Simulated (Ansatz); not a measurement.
CdS in the zincblende structure, relaxed with r2SCAN in Ansatz 0.2.0. Space group F-43m (No. 216), cubic; conventional cell a = 5.878 Å, 25.39 Å³ an atom. Around Cd lie 4 S at 2.55 Å; around S lie 4 Cd at 2.55 Å.

The axes x, y and z are those of this cell:
```
Cd S
1.0
     0.00000    2.93921    2.93921
     2.93921    0.00000    2.93921
     2.93921    2.93921    0.00000
Cd S
1 1
Direct
  0.00000 0.00000 0.00000
  0.25000 0.25000 0.25000
```

Unstrained: PBE gives a direct gap of 1.095 eV at Γ. r2SCAN gives a direct gap of 1.543 eV at Γ. The HSE06 gap is direct at Γ: 2.106 eV. Meshes: PBE 8×8×8, r2SCAN 8×8×8, HSE06 6×6×6. Strains are changes of length per length, and xy shears are angles. After each strain the atoms were relaxed again with r2SCAN within the symmetry that the strain leaves, so tilts or polar shifts that break it weren't tested; points keep the names that they have in the unstrained zone. Calculated for a static, non-magnetic cell.

**Question.** Estimate what xy shear, engineering strain (angle) +4.16 % does to the gap.

**Answer.** PBE: the gap goes from 1.095 to 1.002 eV (-0.093 eV); with r2SCAN the top three valence levels at Γ, degenerate before, become 1+1+1 from the top over 161 meV. r2SCAN: the gap goes from 1.543 to 1.446 eV (-0.097 eV). HSE06: the gap goes from 2.106 to 2.009 eV (-0.097 eV). The r2SCAN energy rises by 3.5 meV an atom.

**Question.** Apply uniaxial +3.31 % along z, other directions held. How far does the gap move, against the unstrained cell?

**Answer.** PBE: the gap goes from 1.095 to 0.988 eV (-0.107 eV); with r2SCAN the top three valence levels at Γ, degenerate before, become 2+1 from the top over 102 meV. r2SCAN: the gap goes from 1.543 to 1.431 eV (-0.112 eV). HSE06: the gap goes from 2.106 to 1.988 eV (-0.118 eV). The r2SCAN energy rises by 6.3 meV an atom.

**Question.** One strain changed the r2SCAN stress by xx +1.80, yy +1.80, zz +0.02 GPa (compression positive) and the gap by -0.061 eV (PBE), -0.059 eV (r2SCAN), -0.058 eV (HSE06). Which kind of strain was it, and roughly how large?

**Answer.** Epitaxial -3.45 % in the xy plane, free normal strain +4.91 %. The pattern of the stress gives the kind; the size needs the stiffness, so it is an estimate.

The runs are scalar-relativistic, without spin-orbit coupling.

The meshes of the hybrids are coarse, so their gaps aren't converged to the digits shown.

The splittings at Γ are without spin-orbit coupling, which regroups them where it is of like size or larger.
